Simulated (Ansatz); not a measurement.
# AlP: the cost of one run

Method: DFT PBEsol, frozen-core PAW, scalar-relativistic unless said, in Ansatz 0.2.0.

The COD entry's cell or inner coordinates are ideal or old and differ from later refinements, so a difference from it is no clean test against experiment.

7 further runs of the same task are left out: 7 set aside as unsound or not needed.

**1. The system as given**

Symmetry: F-43m, No. 216, cubic system. The conventional cell has a = 5.451 Å, b = 5.451 Å, c = 5.451 Å, α = 90.00°, β = 90.00°, γ = 90.00°. Al (site symmetry -43m) has 4 P at 2.36 Å as nearest neighbours. Around P (site symmetry -43m) lie 4 Al at 2.36 Å.

As a file:

```cif
data_structure
_symmetry_space_group_name_H-M 'P 1'
_symmetry_Int_Tables_number 1
_cell_length_a 3.8544
_cell_length_b 3.8544
_cell_length_c 3.8544
_cell_angle_alpha 60.000
_cell_angle_beta 60.000
_cell_angle_gamma 90.000
_cell_volume 40.49
loop_
_atom_site_label
_atom_site_type_symbol
_atom_site_fract_x
_atom_site_fract_y
_atom_site_fract_z
_atom_site_occupancy
Al1 Al 0.00000 0.00000 0.00000 1
P1 P 0.75000 0.25000 0.50000 1
```

Cartesian axes are those of the input's lattice vectors. The structure goes back to a database entry.

**2. Cell and atoms relaxed, PAW**

The input, input.yaml:

```yaml
crystal:
  lattice:
    - [2.7255, 2.7255, 0.0]
    - [-2.7255, 2.7255, 0.0]
    - [0.0, 2.7255, 2.7255]
  atoms:
    - { symbol: Al, position: [0.0, 0.0, 0.0] }
    - { symbol: P, position: [0.75, 0.25, 0.5] }
kpoints:
  mp_grid: { grid: [12, 12, 12] }
scf:
  occupations: { method: fermi_dirac, width: 0.1 }
hamiltonian:
  xc: pbesol
  pseudopotentials: { kind: paw }
relax:
  f_tol: 0.002
  max_steps: 80
  cell: {}
output:
  forces: true
  stress: true
```

The run is started by

```sh
$ ansatz run input.yaml --threads 1 --pin off --max-ram 3072MiB --backend cpu --events-out ev --progress --plain --runs-dir out
```

**Question.** How long does this run take on 1 thread of Arm Neoverse V2, shared host, and how much memory does it need?

About 6.6 s, with a peak of 0.32 GiB.
